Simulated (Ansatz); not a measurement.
Ni: relaxation of cell and atoms with BLYP

Crystal: Ni.

```xyz
1
Lattice="-1.3837 1.3837 1.3837 1.3837 -1.3837 1.3837 1.3837 1.3837 -1.3837" Properties=species:S:1:pos:R:3 pbc="T T T"
Ni    0.0000    0.0000    0.0000
```

This isn't the form of Ni at room conditions, which is fcc.

| Item | Value |
| --- | --- |
| Program | Ansatz 0.2.0 |
| Task | relaxation of cell and atoms |
| Functional | BLYP |
| Potentials or basis | Ansatz PAW |
| Cutoff | 420 eV (not typed: the program's choice for these potentials) |
| k mesh | 13 × 13 × 13 |
| Occupations | fermi-dirac, width 0.05 eV |
| Spin | collinear spin, ferromagnetic start |
| Starting moments | [1.0] μB |

The relaxed volume is 11.57 Å³/atom, the relaxed cell is a = 2.468 Å, b = 2.468 Å, c = 2.468 Å, α = 109.47°, β = 109.47°, γ = 109.47° and the space group after relaxing (to 0.05 Å) is Im-3m (No. 229). The energy gained by relaxing is 49.6 meV/atom and the ionic steps are 7. The pressure after relaxing is 0.0 GPa, the band gap on the k mesh is none (metal or under the smearing width) and the net moment is 0.59 μB per cell. The absolute moment is 0.66 μB per cell and the site moments are Ni +0.62 μB.

The path:
```tsv
step	energy change (eV)	largest force (eV/Å)	volume (Å³)
1	0.0000	0.0000	10.60
2	-0.0353	0.0000	11.03
3	-0.0486	0.0000	11.49
4	-0.0489	0.0000	11.56
5	-0.0496	0.0000	11.56
6	-0.0496	0.0000	11.57
7	-0.0496	0.0000	11.57
```

Final structure:
```
Ni
1.0
    -1.42486    1.42486    1.42486
     1.42486   -1.42486    1.42486
     1.42486    1.42486   -1.42486
Ni
1
Direct
  0.00000 0.00000 0.00000
```

Levels at points of the mesh, in eV from the Fermi level:
Spin up:
```
           k point  band 7  band 8  band 9  band 10  band 11  band 12
(0.00, 0.00, 0.00)   -2.18   -2.18   -0.86    -0.86    25.98    25.98
```
Spin down:
| k point | band 6 | band 7 | band 8 | band 9 | band 10 | band 11 | band 12 | band 13 |
| --- | --- | --- | --- | --- | --- | --- | --- | --- |
| (0.00, 0.00, 0.00) | -1.47 | -1.47 | -1.47 | -0.36 | -0.36 | 25.91 | 25.91 | 25.91 |

It took 8.3 s on 2 threads of Arm Neoverse V2, on a shared host, peak memory 0.3 GiB.

Caveat: the plane-wave basis is chosen anew once the cell has moved, so the energies of steps on either side of that aren't comparable; the PAW data sets come from PBE, with cores solved anew for the run's functional, which leaves a small shift of forces and pressure.
